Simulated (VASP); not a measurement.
Wanted: the native input for a VASP 6.6.1 run.

| Item | Value |
| --- | --- |
| Task | dielectric tensor |
| Functional | PBE |
| Potentials or basis | VASP PAW PBE potentials, release 64 (La, O) |
| Cutoff | 520 eV |
| k mesh | 5 × 5 × 8 |
| Occupations | gaussian, width 0.02 eV |
| Spin | no spin polarisation |
| Further INCAR settings | ALGO = Normal; EDIFF = 1e-08 |

The structure of La2O3 lies in POSCAR:

```
La2O3
1.0
    6.3702727145      0.0000000000      0.0000000000
   -3.1851363572      5.5168179998      0.0000000000
    0.0000000000      0.0000000000      3.2898942108
La O
2 3
Direct
    0.6666666667      0.3333333333      0.4981030000
    0.3333333333      0.6666666667      0.5018970000
    0.5046070000      0.0000000000      0.0000000000
    0.0000000000      0.5046070000      0.0000000000
    0.4953930000      0.4953930000      0.0000000000
```

The cell comes from a database or a generator and needn't be the stable form of this composition.

One way to write it, as run:

INCAR

```
ALGO = Normal
EDIFF = 1E-8
ENCUT = 520
GGA = PE
ISIF = 2
ISMEAR = 0
LASPH = T
LCHARG = F
LEPSILON = T
LREAL = F
LWAVE = F
NELM = 80
PREC = Accurate
SIGMA = 0.02
```

KPOINTS

```
k-points
0
Gamma
  5 5 8
```

Potentials or basis: VASP PAW PBE potentials, release 64 (La, O).

Launch:

```bash
$ cat potpaw_PBE.64/La/POTCAR potpaw_PBE.64/O/POTCAR > POTCAR
$ mpirun -np 1 vasp_std > vasp.out
```

Results of the run:

- Band gap on the k mesh: 1.64 eV, indirect (least direct gap 2.08 eV)
- Electronic dielectric tensor (diagonal): 3.38, 3.38, 4.27
- Born charges (mean of the diagonal): La +3.98; O -2.65 e

Caveat: spin-orbit coupling is left out, which moves the levels of the heavy elements; an odd mesh through Γ misses points on the zone boundary, where band edges often lie.

Run time: 61 min on 1 thread of AMD EPYC 7R43 64-Core Processor (Zen 3), with other jobs on the host, peak memory 0.77 GiB.
